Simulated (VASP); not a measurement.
```yaml
crystal:
  lattice:
    - [0.00000, 2.96450, 2.96450]
    - [2.96450, 0.00000, 2.96450]
    - [2.96450, 2.96450, 0.00000]
  atoms:
    - { symbol: Na, position: [0.00000, 0.00000, 0.00000] }
    - { symbol: Br, position: [0.50000, 0.50000, 0.50000] }
```

Level of theory: PBE GGA, VASP's PBE PAW potentials (set 64) (plane waves; VASP). Settings: 300 eV cut-off, 5×5×5 Γ-centred mesh, Fermi-Dirac smearing of 0.010 eV, potentials Na_pv Br.

At this cut-off the stress carries a Pulay error, which pulls relaxed volumes low.

### Question
Give the stress tensor in GPa (positive for a compressed cell).

### Answer

```
1.17  0.00  0.00
0.00  1.17  0.00
0.00  0.00  1.17
```
The pressure is its mean diagonal, 1.17 GPa.

The structure comes from a computed database's NaBr entry; how it stands against other phases isn't given here. The cell was not relaxed at this level.
